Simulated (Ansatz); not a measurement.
# ZrS2 (P-3m1) in Ansatz: further runs

One crystal, ZrS2, is run at these levels: PBE+D3(BJ), PBEsol+D4, rPW86-PBE; tasks: relaxation of cell and atoms.

All numbers are computed with Ansatz 0.2.0; they aren't measurements. Logs are shortened: lines on timing, memory, paths and dates and some standing lists are left out, and cuts for length are marked.

## (1) The structure

The structure is trigonal, space group P-3m1 (No. 164). Conventional cell: a = 3.691 Å, b = 3.691 Å, c = 6.041 Å, α = 90.00°, β = 90.00°, γ = 120.00°. Zr (site symmetry -3m) is surrounded by 6 S at 2.57 Å. S (site symmetry 3m) has 3 Zr at 2.57 Å as nearest neighbours.

The cell is a database's computed one.

## (2) Relaxation of cell and atoms, PBE+D3(BJ)

Input file input.yaml:

```yaml
crystal:
  lattice:
    - [3.6913825498, 0.0, 0.0]
    - [-1.8456912749, 3.1968310632, 0.0]
    - [0.0, 0.0, 6.04107701]
  atoms:
    - { symbol: Zr, position: [0.0, 0.0, 0.0] }
    - { symbol: S, position: [0.3333333333, 0.6666666667, 0.23790997] }
    - { symbol: S, position: [0.6666666667, 0.3333333333, 0.76209003] }
hamiltonian:
  xc: pbe
  pseudopotentials: { kind: paw }
  dispersion: d3bj
kpoints:
  mp_grid: { grid: [8, 8, 5] }
scf:
  occupations: { method: fermi_dirac, width: 0.05 }
output:
  forces: true
  stress: true
relax:
  f_tol: 0.01
  max_steps: 40
  cell: { stress_tol: 0.05 }
```

Potentials or basis: Ansatz PAW.

Launch:

```
$ ansatz run input.yaml --threads 2 --pin off --max-ram 5120MiB --backend cpu --events-out ev --progress --plain --runs-dir out
```

The program printed:

```text
Warning: RAYON_NUM_THREADS=2 ignored (pool sized by the plan → 2); use --threads N
Engine: ansatz 0.2.0, aarch64-unknown-linux-gnu
Pseudopotentials: kind: paw
Pseudopotential: Zr, paw, valence charge 12, recommended cutoff 420 eV (normal), Zr.paw.azcp
Pseudopotential: S, paw, valence charge 6, recommended cutoff 420 eV (normal), S.paw.azcp
Functional definition: PBE
  parameter kappa = 0.804
  parameter beta = 0.06672455060314922
  exchange = pbe_x(kappa = kappa, mu = beta*pi^2/3)
  correlation = pbe_c(beta = beta)
Crystal: 3 atoms, lattice volume = 71.289 Å³
Basis set: ecut = 420 eV, 1389 PW (Γ), exchange–correlation on 50×50×90 points (8 copies of the dense FFT grid, shifted against one another)
Bands: 16, of which v1, the nominal top of the filled ones, is band 12 counted from 1 (11 counted from 0)
Symmetry: 12 space group operations
Space group: P-3m1 (ITA 164), of the structure as read, at distance tolerance 4.1e-5 Å
k-points: 40 of 320
Non-local potential: Zr, projectors of the file, l = 0: 3, l = 1: 2, l = 2: 2, l = 3: 2
Non-local potential: S, projectors of the file, l = 0: 2, l = 1: 2, l = 2: 2
PAW form: soft (Blöchl's): semilocal exchange-correlation on the pseudo side does not see the compensation charge
PAW one-centre angular grid: Zr, 590 points (default); XC on 64 Gauss nodes
PAW one-centre angular grid: S, 110 points (default); XC on 64 Gauss nodes
Initial density: superposition of atomic densities (neutral atoms: chi_scale 0, normalization atom), corrected by the library's trained network
Initial wavefunctions: pseudopotential atomic-orbital guess
Functional: x = pbe(κ = 0.804, μ = 0.2195149727645171), c = pbe(β = 0.06672455060314922)
SCF iter   1: F=—  HF=-5993.627827 eV  |F-HF|=—  |Δ(HF+E_count)|=         —  Δρ=1.25e-3  dr2=1.73e-3  ethr=1.77e-3  ⟨swp⟩=5.7  Hψ=3540  notcnv=0
preconditioner: auto → Resta (q_TF=auto, 2.276 Å⁻¹)  ε∞=6.2  [insulator: Δε(μ)=1.048 eV  Ē_g=7.720 eV  σ=0.050 eV  W_gap=1.00  n_scr=22 (ndim 8)  ℏωp=17.6 eV  f_vac=0.029  D(μ)=0.00/eV (n_scr^D=0)  ε∞_Penn≈6.2]
SCF iter   2: F=—  HF=-5993.627134 eV  |F-HF|=—  |Δ(HF+E_count)|=   6.93e-4  Δρ=6.54e-4  dr2=3.44e-4  ethr=7.19e-6  ⟨swp⟩=2.0  Hψ=1273  notcnv=0
SCF iter   3: F=—  HF=-5993.627343 eV  |F-HF|=—  |Δ(HF+E_count)|=   2.09e-4  Δρ=1.72e-4  dr2=2.26e-5  ethr=1.43e-6  ⟨swp⟩=2.0  Hψ=884  notcnv=0
SCF iter   4: F=—  HF=-5993.627358 eV  |F-HF|=—  |Δ(HF+E_count)|=   1.48e-5  Δρ=5.62e-5  dr2=3.34e-6  ethr=9.40e-8  ⟨swp⟩=2.0  Hψ=862  notcnv=0
SCF iter   5: F=—  HF=-5993.627361 eV  |F-HF|=—  |Δ(HF+E_count)|=   2.94e-6  Δρ=1.31e-5  dr2=2.43e-7  ethr=1.39e-8  ⟨swp⟩=2.0  Hψ=909  notcnv=0
SCF iter   6: F=-5993.627361 eV  HF=-5993.627361 eV  |F-HF|=1.32e-8  |Δ(HF+E_count)|=   1.94e-7  Δρ=5.31e-6  dr2=4.49e-8  ethr=4.17e-10  ⟨swp⟩=5.0  Hψ=2224  notcnv=0
SCF 1 converged in 6 iterations: F = -5993.627361 eV  dr2 = 4.49e-8
[... 59 lines left out ...]
Basis set: ecut = 420 eV, 1255 PW (Γ), exchange–correlation on 50×50×80 points (8 copies of the dense FFT grid, shifted against one another)
Initial wavefunctions: pseudopotential atomic-orbital guess (no wavefunctions were taken with the density)
iter 1 solved again at ethr=9.00e-8 eV; its pass at ethr=3.10e-3 eV (dr2=2.16e-5 eV) is discarded
SCF iter   1: F=—  HF=-5993.667459 eV  |F-HF|=—  |Δ(HF+E_count)|=         —  Δρ=6.73e-5  dr2=3.32e-7  ethr=9.00e-8  ⟨swp⟩=3.0  Hψ=5262  notcnv=0
preconditioner: auto → Resta (q_TF=auto, 2.308 Å⁻¹)  ε∞=6.4  [insulator: Δε(μ)=0.696 eV  Ē_g=7.872 eV  σ=0.050 eV  W_gap=1.00  n_scr=22 (ndim 8)  ℏωp=18.4 eV  f_vac=0.008  D(μ)=0.00/eV (n_scr^D=0)  ε∞_Penn≈6.4]
SCF iter   2: F=—  HF=-5993.667489 eV  |F-HF|=—  |Δ(HF+E_count)|=   3.00e-5  Δρ=3.52e-5  dr2=9.03e-8  ethr=1.39e-9  ⟨swp⟩=2.3  Hψ=1090  notcnv=0
SCF iter   3: F=—  HF=-5993.667490 eV  |F-HF|=—  |Δ(HF+E_count)|=   2.91e-7  Δρ=1.38e-6  dr2=1.25e-9  ethr=3.76e-10  ⟨swp⟩=2.2  Hψ=1078  notcnv=0
SCF iter   4: F=—  HF=-5993.667490 eV  |F-HF|=—  |Δ(HF+E_count)|=  6.75e-10  Δρ=5.15e-7  dr2=2.80e-10  ethr=5.22e-12  ⟨swp⟩=2.0  Hψ=880  notcnv=0
SCF iter   5: F=—  HF=-5993.667490 eV  |F-HF|=—  |Δ(HF+E_count)|=  9.28e-11  Δρ=1.96e-7  dr2=6.46e-11  ethr=1.17e-12  ⟨swp⟩=2.0  Hψ=909  notcnv=0
SCF iter   6: F=-5993.667490 eV  HF=-5993.667490 eV  |F-HF|=2.73e-12  |Δ(HF+E_count)|=  4.09e-11  Δρ=6.13e-8  dr2=6.57e-12  ethr=1.00e-12  ⟨swp⟩=5.8  Hψ=2622  notcnv=0
SCF 7 converged in 6 iterations: F = -5993.667490 eV  dr2 = 6.57e-12
relax step   7: F+E_penalty+E_count = -5993.66748957 eV  Δ(F+E_penalty+E_count) = +4.485e-4 eV  max|allowed force component| = 2.293e-4 eV/Å  Δτ_max = 0.0000 Å  P = -0.003 GPa  Ω = 65.475 Å³  stress off target by 6.14e-3 GPa  SCF on the basis re-selected at this cell (its energy is not comparable with the rows above)  (6 SCF iters)
basis re-selected at this cell: Δ(F+E_penalty+E_count) = +4.485e-4 eV, ΔP = -0.004 GPa vs the last step (what re-selecting the basis moved, of the pressure what is left beyond the Pulay correction that the steps carried, after the strain that the cell walked since its last selection, with what the two solves' SCF thresholds leave and, on support functions, any second-order correction that the steps lacked; it is no measure of the basis error at this ecutwfc). The dense FFT grid was sized anew with the basis: this SCF ran on 25×25×40 points, the steps before it on 25×25×45, so part of this shift can come from that change (see relax.cell in the input reference). This SCF's stress stands 6.14e-3 GPa from its target on what of the cell is left free (relax.cell.stress_tol is 5.00e-2 GPa) and its largest allowed force component is 2.29e-4 eV/Å (relax.f_tol is 1.00e-2 eV/Å): within both
SCF converged after 6 iterations
Free energy (F): -5993.667490 eV
Harris-Foulkes:  -5993.667490 eV  (|F-HF|=2.73e-12)
Internal energy: -5993.667468 eV  (E = F + TS)
E sigma→0 (E₀):  -5993.667479 eV
Entropy (-TS):   -0.000022 eV (-0.007 meV/atom)
Fermi energy:    8.110104 eV
--- Per-component energies (eV) ---
  E_band       = -152.448050
  E_kinetic    = 547.688212
  E_local      = -1224.194185  (includes V_loc(G=0)·N_el)
  E_nonlocal   = 134.704257
  E_hartree    = 423.069633
  E_xc         = -357.272567
  E_vxc        = -367.528191  (∫ρ·V_xc dr)
  E_paw        = -4153.882406  (= ΣΔE_a)
  E_vpaw       = -89.257497  (= ΣTr[D̂ρ^β])
  E_aug_tail   = 0.000027  (compensation charges beyond the density's cutoff)
  E_ewald      = -1362.690559
  E_disp       = -1.089879  (pairwise vdW)
  E_smearing   = -0.000022  (= −TS)
  E_closure    = 0.000000  (closes the sum)
  Σ components = -5993.667490   (vs F -5993.667490, Δ=0.00e0)
--- Forces (eV/Å), atoms counted from 1 ---
  atom   1  Zr     0.00000000     0.00000000     0.00000000
  atom   2  S      0.00000000     0.00000000     0.00022935
  atom   3  S      0.00000000    -0.00000000    -0.00022935
  max |Σ_I F_I| component: 2.71e-20 eV/Å
--- Stress (GPa, compression-positive) ---
       -0.002064       0.000000       0.000000
       -0.000000      -0.002064      -0.000000
        0.000000      -0.000000      -0.006138
  P = ⅓ Tr σ = -0.0034 GPa (-0.034 kbar)
--- Relaxed structure (6 steps of the walk, 6 accepted, 1 SCFs on fresh bases) ---
  F+E_penalty+E_count = -5993.66748957 eV   max|allowed force component| = 2.293e-4 eV/Å   (the final SCF, on the basis selected at the relaxed cell)
  cell:  # Å, volume = 65.4748 Å³
    - [3.635640240348581, 0.0, 0.0]
    - [-1.8178201201742905, 3.1485568071628336, -2.355979455621897e-32]
    - [0.0, -4.452113059459958e-32, 5.719810324374962]
  atoms:
    - { symbol: Zr, position: [-1.5172265762174004e-35, 8.785724925818845e-36, 0.0] }
    - { symbol: S, position: [0.33333333333333326, 0.6666666666666665, 0.25523370499212195] }
    - { symbol: S, position: [0.6666666666666666, 0.33333333333333326, 0.7447662950078779] }
```

It took 8.9 s on 2 threads of Arm Neoverse V1, shared host; peak memory 0.36 GiB.

Results:

```
Free energy                            : -5993.6675 eV
Relaxed volume                         : 21.82 Å³/atom
Relaxed cell                           : a = 3.636 Å, b = 3.636 Å, c = 5.720 Å, α = 90.00°, β = 90.00°, γ = 120.00°
Space group after relaxing (to 0.05 Å) : P-3m1 (No. 164)
Energy gained by relaxing              : 13.4 meV/atom
Ionic steps                            : 7
Pressure after relaxing                : 0.0 GPa
Band gap on the k mesh                 : 0.70 eV
```

The path:
| step | energy change (eV) | largest force (eV/Å) | volume (Å³) |
| --- | --- | --- | --- |
| 1 | 0.0000 | 0.0563 | 71.29 |
| 2 | -0.0052 | 0.3345 | 63.93 |
| 3 | -0.0383 | 0.0094 | 66.34 |
| 4 | -0.0405 | 0.0196 | 65.52 |
| 5 | -0.0406 | 0.0102 | 65.43 |
| 6 | -0.0406 | 0.0000 | 65.47 |
| 7 | -0.0401 | 0.0002 | 65.47 |

Final structure:
```xyz
3
Lattice="3.6356 0.0000 0.0000 -1.8178 3.1486 0.0000 0.0000 0.0000 5.7198" Properties=species:S:1:pos:R:3 pbc="T T T"
Zr    0.0000    0.0000    0.0000
S     0.0000    2.0990    1.4599
S     1.8178    1.0495    4.2599
```

Caveat: odd divisions of the mesh miss points on the zone boundary, where band edges often lie, so the gap on the mesh can be too wide; the plane-wave basis is chosen anew once the cell has moved, so the energies of steps on either side of that aren't comparable. A hybrid or GW would open this gap; PBE tends to underestimate it.

## (3) Relaxation of cell and atoms, PBEsol+D4

input.yaml, as its differences from that of step 2:

```diff
@@ -10,5 +10,5 @@
 hamiltonian:
-  xc: pbe
+  xc: pbesol
   pseudopotentials: { kind: paw }
-  dispersion: d3bj
+  dispersion: d4
 kpoints:
@@ -20,2 +20,6 @@
   stress: true
+  write_density: true
+  write_potential: true
+  elf: true
+  volumetric_format: npy
 relax:
```

Potentials or basis: Ansatz PAW.

Launch:

```
$ ansatz run input.yaml --threads 2 --pin off --max-ram 5120MiB --backend cpu --events-out ev --progress --plain --runs-dir out
```

It took 9.1 s on 2 threads of Arm Neoverse V1, shared host; peak memory 0.37 GiB.

Results (log left out):

| Quantity | Value |
| --- | --- |
| Free energy | -5903.6456 eV |
| Relaxed volume | 21.32 Å³/atom |
| Relaxed cell | a = 3.607 Å, b = 3.607 Å, c = 5.679 Å, α = 90.00°, β = 90.00°, γ = 120.00° |
| Space group after relaxing (to 0.05 Å) | P-3m1 (No. 164) |
| Energy gained by relaxing | 21.4 meV/atom |
| Ionic steps | 6 |
| Pressure after relaxing | 0.0 GPa |
| Band gap on the k mesh | 0.57 eV, indirect (least direct gap 1.35 eV) |

Step by step:
```csv
step,energy change (eV),largest force (eV/Å),volume (Å³)
1,0.0000,0.1527,71.29
2,-0.0262,0.0643,62.83
3,-0.0616,0.0361,65.07
4,-0.0647,0.0190,63.95
5,-0.0648,0.0015,63.97
6,-0.0643,0.0017,63.97
```

Final structure:
```yaml
crystal:
  lattice:
    - [3.60668, 0.00000, 0.00000]
    - [-1.80334, 3.12348, 0.00000]
    - [0.00000, 0.00000, 5.67873]
  atoms:
    - { symbol: Zr, position: [0.00000, 0.00000, 0.00000] }
    - { symbol: S, position: [0.33333, 0.66667, 0.25670] }
    - { symbol: S, position: [0.66667, 0.33333, 0.74330] }
```

Levels at points of the mesh, in eV from the valence-band top:
```csv
k point,band 9,band 10,band 11,band 12,band 13,band 14,band 15,band 16
"(0.00, 0.00, 0.00)",-3.05,-0.23,-0.23,0.00,1.35,1.35,2.03,4.64
"(0.00, -0.50, 0.00)",-2.85,-2.72,-2.28,-1.51,0.75,3.22,3.59,5.76
```

Caveat: odd divisions of the mesh miss points on the zone boundary, where band edges often lie, so the gap on the mesh can be too wide; the plane-wave basis is chosen anew once the cell has moved, so the energies of steps on either side of that aren't comparable; the PAW data sets come from PBE, with cores solved anew for the run's functional, which leaves a small shift of forces and pressure.

## (4) Relaxation of cell and atoms, rPW86-PBE

input.yaml, as its differences from that of step 3:

```diff
@@ -10,5 +10,4 @@
 hamiltonian:
-  xc: pbesol
+  xc: { exchange: rpw86, correlation: pbe }
   pseudopotentials: { kind: paw }
-  dispersion: d4
 kpoints:
@@ -20,6 +19,2 @@
   stress: true
-  write_density: true
-  write_potential: true
-  elf: true
-  volumetric_format: npy
 relax:
```

Launch:

```
$ ansatz run input.yaml --threads 2 --pin off --max-ram 5120MiB --backend cpu --events-out ev --progress --plain --runs-dir out
```

It took 12 s on 2 threads of Arm Neoverse V1, shared host; peak memory 0.38 GiB.

It converged, with:

```yaml
Free_energy: -6060.5321 eV
Relaxed_volume: 26.12 Å³/atom
Relaxed_cell: a = 3.743 Å, b = 3.743 Å, c = 6.457 Å, α = 90.00°, β = 90.00°, γ = 120.00°
Space_group_after_relaxing_to_0.05_Å: P-3m1 (No. 164)
Energy_gained_by_relaxing: 12.0 meV/atom
Ionic_steps: 9
Pressure_after_relaxing: 0.0 GPa
Band_gap_on_the_k_mesh: 1.26 eV
```

Step by step:
```
step  energy change (eV)  largest force (eV/Å)  volume (Å³)
   1              0.0000                0.3170        71.29
   2             -0.0193                0.1815        76.85
   3             -0.0320                0.0299        75.75
   4             -0.0334                0.0148        76.26
   5             -0.0338                0.0337        76.63
   6             -0.0344                0.0038        77.54
   7             -0.0344                0.0026        78.20
   8             -0.0344                0.0005        78.36
   9             -0.0360                0.0001        78.36
```

Final structure:
```
Zr S
1.0
     3.74335    0.00000    0.00000
    -1.87168    3.24184    0.00000
     0.00000    0.00000    6.45698
Zr S
1 2
Direct
  0.00000 0.00000 0.00000
  0.33333 0.66667 0.22394
  0.66667 0.33333 0.77606
```

Caveat: odd divisions of the mesh miss points on the zone boundary, where band edges often lie, so the gap on the mesh can be too wide; the plane-wave basis is chosen anew once the cell has moved, so the energies of steps on either side of that aren't comparable; the PAW data sets come from PBE, with cores solved anew for the run's functional, which leaves a small shift of forces and pressure.

## (5) The runs side by side

```csv
level,gap on the mesh (eV),pressure (GPa),relaxed volume (Å³/atom)
PBE+D3(BJ),0.70,0.0,21.82
PBEsol+D4,0.57,0.0,21.32
rPW86-PBE,1.26,0.0,26.12
```

Alike in all rows: task relaxation of cell and atoms; potentials or basis Ansatz PAW; no spin polarisation; cell relaxed; k mesh 8 × 8 × 5; cutoff (eV) 420; smearing fermi-dirac 0.05 eV.

Caveats: odd divisions of the mesh miss points on the zone boundary, where band edges often lie, so the gap on the mesh can be too wide; the plane-wave basis is chosen anew once the cell has moved, so the energies of steps on either side of that aren't comparable; the PAW data sets come from PBE, with cores solved anew for the run's functional, which leaves a small shift of forces and pressure (some runs).

Total energies depend on the potentials used, so only differences within one code and one set of settings carry meaning.
